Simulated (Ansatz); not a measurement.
**Screening in BaTiO3 (P4mm)**

Aim: the electronic dielectric constant of BaTiO3 (P4mm) by perturbation theory, a sum over states and the RPA step of G0W0.

Method: linear response on PBE, plane waves, PAW, in Ansatz 0.2.0.

**Experimental background.**

- ε∞ 5.3: high-frequency dielectric constant from IR ellipsometry; ellipsometry; bulk crystal (commercial single crystal) (“Optical probe of ferroelectric order in bulk and thin film perovskite titanates”, 2013, arxiv:1309.1245).

### Step 1. The structure

It takes space group P4mm (No. 99, tetragonal). Conventional cell: a = 3.990 Å, b = 3.990 Å, c = 4.023 Å, α = 90.00°, β = 90.00°, γ = 90.00°. Nearest to Ba lie 12 O at 2.80 to 2.87 Å. Nearest to Ti lie 6 O at 1.84 to 2.18 Å. Nearest to O lie 2 Ti at 1.84 to 2.18 Å and 4 Ba at 2.82 Å. O has 2 Ti at 2.00 Å and 4 Ba at 2.80 to 2.87 Å nearest. Farther neighbours and most contacts between anions are not listed.

The cell and positions come from the Crystallography Open Database and are kept as given unless a step says otherwise. Spin-orbit coupling is left out unless a step names it. The default PAW set here is soft_2. Its files were made with PBE.

### Step 2. Response to a homogeneous field

ε∞ sets how strongly the crystal screens. Perturbation theory gives it with local fields and without a sum over empty bands.

This step: dielectric response by perturbation theory, PBE, plane waves, PAW.

The input, input.yaml:

```yaml
crystal:
  lattice:
    - [3.99048, 0.0, 0.0]
    - [0.0, 3.99048, 0.0]
    - [0.0, 0.0, 4.02303]
  atoms:
    - { symbol: Ba, position: [0.0, 0.0, 0.0] }
    - { symbol: Ti, position: [0.5, 0.5, 0.522] }
    - { symbol: O, position: [0.5, 0.5, 0.979] }
    - { symbol: O, position: [0.5, 0.0, 0.488] }
    - { symbol: O, position: [0.0, 0.5, 0.488] }
kpoints:
  mp_grid: { grid: [6, 6, 6] }
hamiltonian:
  xc: pbe
scf:
  occupations: { method: fixed }
dielectric: {}
```

Launch:

```
$ ansatz run input.yaml --threads 3 --pin off --max-ram 92160MiB --backend cuda --events-out ev --progress --plain --runs-dir out --devices 1 --max-vram 13GiB
```

Numbers of over 12 decimals in the logs are rounded to 6 here.

The program printed:

```text
GPUs: using 1 of 1 available (devices: 1).
Engine: ansatz 0.2.0, x86_64-unknown-linux-gnu
Pseudopotentials: kind: paw
Pseudopotential: Ba, paw, valence charge 10, recommended cutoff 420 eV (normal), Ba.paw.azcp
Pseudopotential: Ti, paw, valence charge 12, recommended cutoff 420 eV (normal), Ti.paw.azcp
Pseudopotential: O, paw, valence charge 6, recommended cutoff 420 eV (normal), O.paw.azcp
Functional definition: PBE
  parameter kappa = 0.804
  parameter beta = 0.066725
  exchange = pbe_x(kappa = kappa, mu = beta*pi^2/3)
  correlation = pbe_c(beta = beta)
device memory: the entry about to start is reckoned to put 2.1 GiB on a device that reports 26.7 GiB free (of which the cap on the GPU budget leaves the run 13.0 GiB)
GPU FFT provider: cuFFT
GPU libraries: cuBLAS 13.8.2, cuFFT 12.4.0, cuSOLVER 12.3.4
Crystal: 5 atoms, lattice volume = 64.062 Å³
Basis set: ecut = 420 eV, 1245 PW (Γ), exchange–correlation on 54×54×54 points (8 copies of the dense FFT grid, shifted against one another)
Bands: 25, of which v1, the nominal top of the filled ones, is band 20 counted from 1 (19 counted from 0)
Symmetry: 8 space group operations
k-points: 80 of 216 (irreducible under 2 space group operations, time reversal used)
Non-local potential: Ba, projectors of the file, l = 0: 3, l = 1: 2, l = 2: 2, l = 3: 2
Non-local potential: Ti, projectors of the file, l = 0: 3, l = 1: 2, l = 2: 3, l = 3: 1
Non-local potential: O, projectors of the file, l = 0: 2, l = 1: 2, l = 2: 1
PAW form: soft (Blöchl's): semilocal exchange-correlation on the pseudo side does not see the compensation charge
PAW one-centre angular grid: Ba, 194 points (default); XC on 64 Gauss nodes
PAW one-centre angular grid: Ti, 590 points (default); XC on 64 Gauss nodes
PAW one-centre angular grid: O, 110 points (default); XC on 64 Gauss nodes
Initial density: superposition of atomic densities (neutral atoms: chi_scale 0, normalization atom), corrected by the library's trained network
Initial wavefunctions: pseudopotential atomic-orbital guess
GPU buffer pool allocated for 19683 grid points (all kernels)
GPU transforms: local potential and band sums: pruned to the plane-wave sphere, on 27×27×27
Functional: x = pbe(κ = 0.804, μ = 0.219515), c = pbe(β = 0.066725)
SCF iter   1: F=—  HF=-10159.578051 eV  |F-HF|=—  |Δ(HF+E_count)|=         —  Δρ=1.54e-3  dr2=8.66e-4  ethr=1.77e-3  ⟨swp⟩=4.4  Hψ=8508  notcnv=0  defer=142
preconditioner: auto → Resta (q_TF=auto, 2.522 Å⁻¹)  ε∞=5.8  [insulator: Δε(μ)=1.844 eV  Ē_g=12.015 eV  n_scr=18 (ndim 8)  ℏωp=26.2 eV  f_vac=0.000  ε∞_Penn≈5.8]
SCF iter   2: F=—  HF=-10159.578341 eV  |F-HF|=—  |Δ(HF+E_count)|=   2.90e-4  Δρ=8.98e-4  dr2=2.86e-4  ethr=2.17e-6  ⟨swp⟩=2.0  Hψ=4400  notcnv=0  defer=233
SCF iter   3: F=—  HF=-10159.578488 eV  |F-HF|=—  |Δ(HF+E_count)|=   1.48e-4  Δρ=4.58e-4  dr2=5.63e-5  ethr=7.16e-7  ⟨swp⟩=2.0  Hψ=2805  notcnv=0  defer=235
SCF iter   4: F=—  HF=-10159.578480 eV  |F-HF|=—  |Δ(HF+E_count)|=   8.84e-6  Δρ=1.68e-4  dr2=1.03e-5  ethr=1.41e-7  ⟨swp⟩=2.6  Hψ=3316  notcnv=0  defer=85
SCF iter   5: F=—  HF=-10159.578485 eV  |F-HF|=—  |Δ(HF+E_count)|=   5.62e-6  Δρ=4.00e-5  dr2=1.02e-6  ethr=2.58e-8  ⟨swp⟩=2.1  Hψ=2869  notcnv=0  defer=80
SCF iter   6: F=—  HF=-10159.578600 eV  |F-HF|=—  |Δ(HF+E_count)|=   1.15e-4  Δρ=1.49e-5  dr2=1.63e-7  ethr=2.54e-9  ⟨swp⟩=2.0  Hψ=3174  notcnv=0  defer=80
SCF iter   7: F=—  HF=-10159.578600 eV  |F-HF|=—  |Δ(HF+E_count)|=   1.82e-8  Δρ=3.93e-6  dr2=9.80e-9  ethr=4.08e-10  ⟨swp⟩=2.0  Hψ=3017  notcnv=0  defer=80
SCF iter   8: F=—  HF=-10159.578600 eV  |F-HF|=—  |Δ(HF+E_count)|=   6.20e-9  Δρ=1.27e-6  dr2=1.20e-9  ethr=2.45e-11  ⟨swp⟩=2.0  Hψ=3297  notcnv=0  defer=80
SCF iter   9: F=-10159.578600 eV  HF=-10159.578600 eV  |F-HF|=1.82e-12  |Δ(HF+E_count)|=  2.89e-10  Δρ=1.95e-7  dr2=3.08e-11  ethr=1.00e-12  ⟨swp⟩=7.6  Hψ=9699  notcnv=0
SCF 1 converged in 9 iterations: F = -10159.578600 eV  dr2 = 3.08e-11
  greatest PAW one-centre occupation: 0.999 electrons in one spin orbital (limit 2), on the Ti atom at site 1 (counted from 0), in its partial waves of l = 0
the response reads at least the filled bands of the reference SCF and the lowest empty band at each k-point, and that SCF's band table does not vouch for those bands. The notice of the band table in this run's record says why
device memory: the entry about to start is reckoned to put 0.1 GiB on a device that reports 26.1 GiB free (of which the cap on the GPU budget leaves the run 13.0 GiB)
device memory: the entry about to start is reckoned to put 1.2 GiB on a device that reports 25.8 GiB free (of which the cap on the GPU budget leaves the run 13.0 GiB)
DFPT response loops at Γ: preconditioner auto → none (the input reference at scf.mixing.eps_inf says where Resta's filter doesn't serve); β = 0.50; Broyden in place of MSR1
── the response to a field inside a basis, on 6×6×6 k-points: an SCF that follows is theirs, and a resumed run solves both again ──
device memory: the entry about to start is reckoned to put 0.2 GiB on a device that reports 39.2 GiB free (of which the cap on the GPU budget leaves the run 12.9 GiB)
GPU FFT provider: cuFFT
GPU libraries: cuBLAS 13.8.2, cuFFT 12.4.0, cuSOLVER 12.3.4
Bands: 21, of which v1, the nominal top of the filled ones, is band 20 counted from 1 (19 counted from 0)
k-points: 18 of 216 (time reversal used)
Initial density: handed on by an earlier stage of this run
Initial wavefunctions: pseudopotential atomic-orbital guess (no wavefunctions were taken with the density)
GPU buffer pool allocated for 19683 grid points (all kernels)
GPU transforms: band sums: pruned to the plane-wave sphere, on 27×27×27
Eigensolver: Dense (18 Hₖ)
SCF iter   1: F=—  HF=-10159.574118 eV  |F-HF|=—  |Δ(HF+E_count)|=         —  Δρ=4.72e-4  dr2=2.68e-5  ethr=1.00e-1
preconditioner: auto → Resta (q_TF=auto, 2.522 Å⁻¹)  ε∞=7.0  [insulator: Δε(μ)=2.255 eV  Ē_g=10.724 eV  n_scr=18 (ndim 8)  ℏωp=26.2 eV  f_vac=0.000  ε∞_Penn≈7.0]
SCF iter   2: F=—  HF=-10159.574124 eV  |F-HF|=—  |Δ(HF+E_count)|=   5.52e-6  Δρ=2.23e-4  dr2=1.38e-5  ethr=6.71e-8
SCF iter   3: F=—  HF=-10159.574126 eV  |F-HF|=—  |Δ(HF+E_count)|=   2.22e-6  Δρ=1.22e-4  dr2=2.83e-6  ethr=3.45e-8
SCF iter   4: F=—  HF=-10159.574127 eV  |F-HF|=—  |Δ(HF+E_count)|=   5.61e-7  Δρ=2.03e-5  dr2=1.45e-7  ethr=7.08e-9
SCF iter   5: F=-10159.574127 eV  HF=-10159.574127 eV  |F-HF|=2.27e-8  |Δ(HF+E_count)|=   2.28e-8  Δρ=6.96e-6  dr2=3.23e-8  ethr=3.62e-10
SCF 1 converged in 5 iterations: F = -10159.574127 eV  dr2 = 3.23e-8
device memory: the entry about to start is reckoned to put 0.1 GiB on a device that reports 37.9 GiB free (of which the cap on the GPU budget leaves the run 12.9 GiB)
device memory: the entry about to start is reckoned to put 1.2 GiB on a device that reports 37.7 GiB free (of which the cap on the GPU budget leaves the run 12.9 GiB)
DFPT response loops at Γ: mixed as the last ones told, above
SCF converged after 9 iterations
Free energy (F): -10159.578600 eV
Harris-Foulkes:  -10159.578600 eV  (|F-HF|=1.82e-12)
Internal energy: -10159.578600 eV  (E = F + TS)
E sigma→0 (E₀):  -10159.578600 eV
Fermi energy:    10.400553 eV
--- Per-component energies (eV) ---
  E_band       = -138.952808
  E_kinetic    = 971.278412
  E_local      = -2105.598179  (includes V_loc(G=0)·N_el)
  E_nonlocal   = 203.744919
  E_hartree    = 823.735526
  E_xc         = -491.771926
  E_vxc        = -546.546267  (∫ρ·V_xc dr)
  E_paw        = -6744.798238  (= ΣΔE_a)
  E_vpaw       = -309.310258  (= ΣTr[D̂ρ^β])
  E_aug_tail   = 0.007466  (compensation charges beyond the density's cutoff)
  E_ewald      = -2816.176581
  E_smearing   = -0.000000  (= −TS)
  E_closure    = 0.000000  (closes the sum)
  Σ components = -10159.578600   (vs F -10159.578600, Δ=0.00e0)
--- Band table (eV; the first three rows and the last of 80) ---
  k-point 0: bands = [... 16 lower, 9.2044, 9.9809, 10.0553, 10.0553, 12.2619, 12.6279, 12.6279, 14.5090, ... 1 higher]
  k-point 1: bands = [... 16 lower, 8.9935, 9.4920, 9.9674, 9.9674, 12.2933, 13.0233, 13.0233, 14.5070, ... 1 higher]
  k-point 2: bands = [... 16 lower, 8.6260, 8.7787, 9.7986, 9.7986, 12.3578, 13.7377, 13.7377, 14.5067, ... 1 higher]
  k-point 79: bands = [... 16 lower, 8.0171, 10.2246, 10.2246, 10.4006, 14.6436, 14.6550, 14.6550, 16.9137, ... 1 higher]
--- Dielectric response (ions clamped): 3 representative field directions + reference, inside a basis on a mesh of 216 k-points (Σ response iterations 21) ---
  ε∞ (high-frequency dielectric tensor):
        6.384522     0.000000     0.000000
        0.000000     6.384522     0.000000
        0.000000     0.000000     5.711433
  Born effective charges Z* (e; rows j = field, columns β = displacement):
    site 0:
         2.75560    0.00000    0.00000
         0.00000    2.75560    0.00000
         0.00000    0.00000    2.85070
    site 1:
         7.00441    0.00000    0.00000
         0.00000    7.00441    0.00000
         0.00000    0.00000    5.88263
    site 2:
        -2.01301   -0.00000   -0.00000
        -0.00000   -2.01301    0.00000
        -0.00000   -0.00000   -4.77398
    site 3:
        -2.15078    0.00000   -0.00000
        -0.00000   -5.59622   -0.00000
        -0.00000   -0.00000   -1.97967
    site 4:
        -5.59622   -0.00000   -0.00000
        -0.00000   -2.15078   -0.00000
        -0.00000   -0.00000   -1.97967
  Z* charge neutrality: 1.370e-2 e pre-enforcement
  solved inside a basis spanned on kpoints, on 6×6×6 k-points, its susceptibility summed on 10×10×10: ε∞ is read to err by 2.3e-2, Z* by 5.5e-2 e (field_mesh: kpoints solves on kpoints); Z* is corrected for what the basis lacks
```

The job ended after 40 s (1 × NVIDIA H100 80GB HBM3 (shared by 6 runs) with 3 threads of AMD EPYC 7R13 (Zen 3), shared host; peak memory 1.5 GiB; 52 s of CPU time).

This step gave:

| Item | Value |
| --- | --- |
| stated error of ε∞ | 0.023 |

One over ε∞ averages 0.16, under the quarter of exact exchange in PBE0, which by this rule of thumb may open the gap too far.

High-frequency dielectric tensor:

```
6.38 0.00 0.00
0.00 6.38 0.00
0.00 0.00 5.71
```

Born effective charge (e), principal values of the symmetric part by kind of site:

```
atom  atoms with these values    low  middle   high   mean
 Ba1                        1   2.76    2.76   2.85   2.79
 Ti2                        1   5.88    7.00   7.00   6.63
  O3                        1  -4.77   -2.01  -2.01  -2.93
  O4                        2  -5.60   -2.15  -1.98  -3.24
```

In full for O4:

```
-2.15  0.00  0.00
 0.00 -5.60  0.00
 0.00  0.00 -1.98
```

### Step 3. Independent-particle spectrum

The independent-particle spectrum shows where the oscillator strength lies, before excitons and local fields.

This step: independent-particle optics on PBE, plane waves, PAW.

input.yaml, as its differences from that of step 2:

```diff
@@ -17,2 +17,4 @@
   occupations: { method: fixed }
-dielectric: {}
+  n_extra_bands: 43
+output:
+  optics: { e_range: [0, 25], de: 0.1, sigma: 0.2 }
```

The program printed:

```text
[...]
GPUs: using 1 of 1 available (devices: 1).
[...]
GPU FFT provider: cuFFT
GPU libraries: cuBLAS 13.8.2, cuFFT 12.4.0, cuSOLVER 12.3.4
Crystal: 5 atoms, lattice volume = 64.062 Å³
Basis set: ecut = 420 eV, 1245 PW (Γ)
Bands: 63, of which v1, the nominal top of the filled ones, is band 20 counted from 1 (19 counted from 0)
Symmetry: 8 space group operations
[...]
k-points: 40 of 216 (time reversal used)
[...]
GPU buffer pool allocated for 19683 grid points (all kernels)
[...]
SCF iter   1: F=—  HF=-10159.578584 eV  |F-HF|=—  |Δ(HF+E_count)|=         —  Δρ=1.50e-3  dr2=7.96e-4  ethr=1.77e-3  ⟨swp⟩=4.0  Hψ=9354  notcnv=0  defer=1584
[...]
SCF iter   9: F=-10159.579178 eV  HF=-10159.579178 eV  |F-HF|=3.64e-12  |Δ(HF+E_count)|=  1.86e-10  Δρ=8.68e-8  dr2=4.79e-12  ethr=1.00e-12  ⟨swp⟩=14.5  Hψ=23065  notcnv=0
SCF 1 converged in 9 iterations: F = -10159.579178 eV  dr2 = 4.79e-12
[...]
Optics k sum: 0 of 40 k-points
Optics k sum: 2 of 40 k-points
[...]
Optics k sum: 40 of 40 k-points
[...]
SCF converged after 9 iterations
Free energy (F): -10159.579178 eV
[...]
Internal energy: -10159.579178 eV  (E = F + TS)
E sigma→0 (E₀):  -10159.579178 eV
Fermi energy:    10.400628 eV
[...]
--- Band table (eV; the first three rows and the last of 40) ---
  k-point 0: bands = [... 16 lower, 9.2045, 9.9809, 10.0553, 10.0553, 12.2617, 12.6276, 12.6276, 14.5100, ... 39 higher]
  k-point 1: bands = [... 16 lower, 8.9935, 9.4921, 9.9673, 9.9673, 12.2930, 13.0231, 13.0231, 14.5080, ... 39 higher]
  k-point 2: bands = [... 16 lower, 8.6261, 8.7788, 9.7985, 9.7985, 12.3576, 13.7374, 13.7374, 14.5076, ... 39 higher]
  k-point 39: bands = [... 16 lower, 8.0171, 10.2247, 10.2247, 10.4006, 14.6434, 14.6547, 14.6547, 16.9137, ... 39 higher]
```

The job ended after 39 s (1 × NVIDIA H100 80GB HBM3 (shared by 6 runs) with 3 threads; peak memory 1.6 GiB).

This step gave:

* ε∞ without local fields (xx, yy, zz): 6.534, 6.534, 6.190
* electrons in the f-sum (xx, yy, zz): 27.66, 27.66, 27.72
* bands in the explicit sum (the static value is completed to all bands): 63

The sum gives ε∞ = 6.53 and 6.19 without local fields.

The ε₂ has structure finer than the step of the table below, so its rows give means over 1 eV, whole bins alone (the curve runs from 0 to 25 eV). Peaks (eV: height): xx=yy 4.2: 9.27, 8.9: 5.26, 19.0: 4.90; zz 4.3: 10.0, 8.6: 5.42, 19.0: 4.76.

Independent particles, no local fields, Gaussian width 0.2 eV. Table of ε₂ by photon energy; means over each step:

```csv
photon energy (eV),xx=yy,zz
1,0,0
2,0.317,0.00894
3,3.57,1.27
4,7.91,7.35
5,4.16,5.38
6,2.93,3.63
7,4.27,4.78
8,3.97,4.60
9,4.75,5.20
10,4.32,4.24
11,3.60,3.46
12,2.45,2.43
13,1.18,1.19
14,0.822,0.773
15,0.640,0.615
16,1.34,1.23
17,2.13,1.95
18,3.77,3.84
19,4.39,4.28
20,2.29,2.23
21,1.95,1.93
22,1.30,1.40
23,1.000,1.02
24,0.644,0.636
```

Independent particles, no local fields, Gaussian width 0.2 eV. Loss function against photon energy; read off at these points:

```csv
photon energy (eV),xx=yy,zz
1.50,0,0
2.00,6.8e-4,0
2.50,0.0168,0.00157
3.00,0.0366,0.0129
3.50,0.0500,0.0257
4.00,0.0713,0.0508
4.50,0.128,0.0988
5.00,0.226,0.166
5.50,0.187,0.164
6.00,0.146,0.158
6.50,0.114,0.111
7.00,0.143,0.130
7.50,0.175,0.166
8.00,0.167,0.155
8.50,0.152,0.154
9.00,0.180,0.175
9.50,0.225,0.211
10.00,0.214,0.242
10.50,0.220,0.242
11.00,0.277,0.282
11.50,0.334,0.336
12.00,0.349,0.351
12.50,0.586,0.547
13.00,0.874,0.858
13.20,0.917,0.911
13.50,0.827,0.917
14.00,0.846,0.984
14.10,0.806,1.01
14.50,0.428,0.422
15.00,0.156,0.166
15.50,0.200,0.222
16.00,0.238,0.245
16.50,0.182,0.182
17.00,0.173,0.168
17.50,0.192,0.181
18.00,0.188,0.178
18.50,0.202,0.208
19.00,0.204,0.210
19.50,0.262,0.269
20.00,0.359,0.365
20.50,0.480,0.508
21.00,0.453,0.457
21.50,0.435,0.464
22.00,0.512,0.533
22.50,0.724,0.640
23.00,0.762,0.735
23.50,0.766,0.720
24.00,0.992,1.01
24.50,1.48,1.41
25.00,1.69,1.69
```

### Step 4. RPA screening from the G0W0 run

G0W0 replaces the xc potential by the self-energy, built once from these orbitals. Only a window of levels is corrected, while the sums run over the empty bands that the input names.

This step: G0W0 on PBE, plane waves, PAW.

input.yaml, the sections that differ from step 3:

```yaml
kpoints:
  mp_grid: { grid: [4, 4, 4] }
scf:
  occupations: { method: fixed }
gw:
  n_empty_bands: 411
  ecut_chi: 200.0
  qp_bands: [v2, c2]
  qp_kpoints: band_edges
  screening: { model: contour_deformation }
# crystal, hamiltonian: as in step 3
# output: removed
```

The program printed:

```text
GPUs: using 1 of 1 available (devices: 1).
[...]
GPU FFT provider: cuFFT
GPU libraries: cuBLAS 13.8.2, cuFFT 12.4.0, cuSOLVER 12.3.4
Crystal: 5 atoms, lattice volume = 64.062 Å³
Basis set: ecut = 420 eV, 1245 PW (Γ)
Bands: 25, of which v1, the nominal top of the filled ones, is band 20 counted from 1 (19 counted from 0)
Symmetry: 8 space group operations
[...]
k-points: 18 of 64 (time reversal used)
[...]
1    22     13.3860   -14.1315    -6.6022   -21.7920  0.7125    14.4719    14.4444  root
[...]
17    19     10.2263   -25.8266     4.5438   -20.7575  0.7140     9.6951     9.7010  root
    17    20     10.4012   -25.8870     4.5827   -20.8018  0.7115     9.8931     9.8986  root
    17    21     14.6387   -14.6074    -7.9654   -23.6292  0.6656    15.7405    15.6951  root
    17    22     14.6512   -14.7347    -7.7972   -23.6315  0.6723    15.7975    15.7508  root
[key lines of the parts left out:]
SCF converged after 7 iterations
Free energy (F): -10159.572460 eV
Fermi energy:    10.401152 eV
```

The job ended after 36 s (1 × NVIDIA H100 80GB HBM3 (shared by 6 runs) with 3 threads; peak memory 1.8 GiB; 49 s of CPU time).

This step gave:

* bands summed: 431
* RPA ε∞ on this mesh (eigenvalues): 5.636, 6.245, 6.245
* plane waves in the screening matrix: 437
* G0W0 gap on the mesh: 3.374 eV
* k of the valence top: -0.5, -0.5, -0.5
* k of the conduction bottom: 0, 0, 0
* starting gap on the mesh: 1.856 eV
* least direct G0W0 gap on the computed points: 3.723 eV

The gap on the mesh goes from 1.86 eV to 3.37 eV, a correction of +1.52 eV. Between the two edge states, bare exchange in place of the xc potential would open the gap by 12.75 eV, and correlation takes back 11.24 eV.

Mean over the mesh in bins of 0.25 1/Å. Table of static inverse dielectric function, diagonal by length of q+G:

| length of q+G (Å⁻¹) | static inverse dielectric function, diagonal |
| --- | --- |
| 0.50 | 0.225 |
| 0.78 | 0.286 |
| 0.97 | 0.329 |
| 1.25 | 0.402 |
| 1.52 | 0.471 |
| 1.75 | 0.525 |
| 2.03 | 0.588 |
| 2.27 | 0.635 |
| 2.50 | 0.681 |
| 2.76 | 0.725 |
| 3.00 | 0.759 |
| 3.25 | 0.790 |
| 3.50 | 0.816 |
| 3.74 | 0.837 |
| 4.00 | 0.858 |
| 4.26 | 0.875 |
| 4.50 | 0.891 |
| 4.76 | 0.905 |
| 5.01 | 0.917 |
| 5.25 | 0.928 |
| 5.51 | 0.939 |
| 5.75 | 0.947 |
| 6.00 | 0.955 |
| 6.25 | 0.962 |
| 6.50 | 0.968 |
| 6.75 | 0.973 |
| 7.01 | 0.977 |
| 7.19 | 0.980 |

### Step 5. The values together

Times are wall times on 1 × NVIDIA H100 80GB HBM3 (shared by 6 runs) with 3 threads of AMD EPYC 7R13 (Zen 3), shared host, good to a factor of about two.

```csv
method,mesh,"ε∞, low",middle,high,mean,time
perturbation theory (local fields and xc kernel),6×6×6 (response on 216 points),5.71,6.38,6.38,6.16,40 s
sum over states (no local fields),6×6×6,6.19,6.53,6.53,6.42,39 s
"RPA with local fields, on the GW mesh",4×4×4,5.64,6.24,6.24,6.04,36 s
```

### Step 6. Summary of results

```yaml
perturbation_theory_local_fields_and_xc_kernel: 5.71, 6.38, 6.38
sum_over_states_no_local_fields: 6.19, 6.53, 6.53
rpa_with_local_fields_on_the_gw_mesh: 5.64, 6.24, 6.24
```

Mean Born effective charge: Ba1 2.79, Ti2 6.63, O3 -2.93, O4 -3.24 e. The most distinct maxima of the ε₂ (xx=yy) lie at 4.2, 8.9 and 19.0 eV, the highest at 4.2 eV. The loss function (xx=yy) has a distinct peak at 13.2 eV. The sum without local fields gives 6.42 in the mean against 6.16 by perturbation theory; local fields lower ε∞ and the xc kernel gives part of it back, though the sum also carries the error of its own mesh. The RPA values on the 4×4×4 mesh average 0.98 times those of perturbation theory (means 6.04 and 6.16). Without the xc kernel RPA should lie a little lower, and the mean does, by little. Against experiment, the principal values 5.71 and 6.38 of the first method stand beside the measured 5.3 (high-frequency dielectric constant from IR ellipsometry, 2013). PBE usually puts the gap too low, which tends to raise ε∞. Ions are clamped, so the lattice part of the static constant is not in these numbers.

[Paths, hosts, dates, memory and timing lines, banners, echoed tables and standing remarks are left out of the program output.]

[Logs are printed without paths, hosts, clocks, repeated set-up lines and the standing remarks that a program may print on its own settings, such as how far it seeks lower states.]

[Runs of the session that timed out or met a known fault of the program may be left out.]

[Cells called generated may have been cut or substituted from an entry of the Crystallography Open Database or the Materials Project.]

[Hosts, paths, dates, database ids (printed as entryN), source tags and the programs' standing remarks are cut or masked in the printed files.]
